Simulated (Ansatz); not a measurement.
## All-electron card of Mg2Ge

```
Mg Ge
1.0
     0.00000    3.18430    3.18430
     3.18430    0.00000    3.18430
     3.18430    3.18430    0.00000
Mg Ge
2 1
Direct
  0.75000 0.75000 0.75000
  0.25000 0.25000 0.25000
  0.00000 0.00000 0.00000
```

Atoms are numbered in the order listed.

Structure from Materials Project entry mp-408 (possibly hypothetical), not relaxed further.

All numbers are computed: DFT, PBEsol, all-electron LAPW, scalar-relativistic (Ansatz 0.2.0); DFT, PBEsol, PAW with Ansatz's default frozen-core files, scalar-relativistic (Ansatz 0.2.0).

For LAPW: a Γ-centred 9×9×9 k mesh, Fermi–Dirac smearing of 0.08 eV, basis error target 0.5 meV/atom, no spin polarisation. PAW takes a cutoff of 420 eV at this cell (files made with PBE, cores remade for this functional). The Ansatz runs share mesh, smearing and spin set-up. Values come from LAPW unless marked.

```
Pressure at this cell                                                                                                  : -0.14 GPa
Band gap                                                                                                               : 0.09 eV, indirect from Γ to X (0.5, 0, 0.5) (so small a gap may close at points that the mesh and path miss)
Smallest direct gap on the path                                                                                        : 1.02 eV
Löwdin charges (with 0.33 e of the cell spilling out of the atomic basis, so their sizes and signs hang on that basis) : Mg1 1.32, Ge3 -2.31 e
Bader charges (from the PAW run)                                                                                       : Mg1 +1.46, Ge3 -2.92 e
Volume per atom                                                                                                        : 21.53 Å³
```
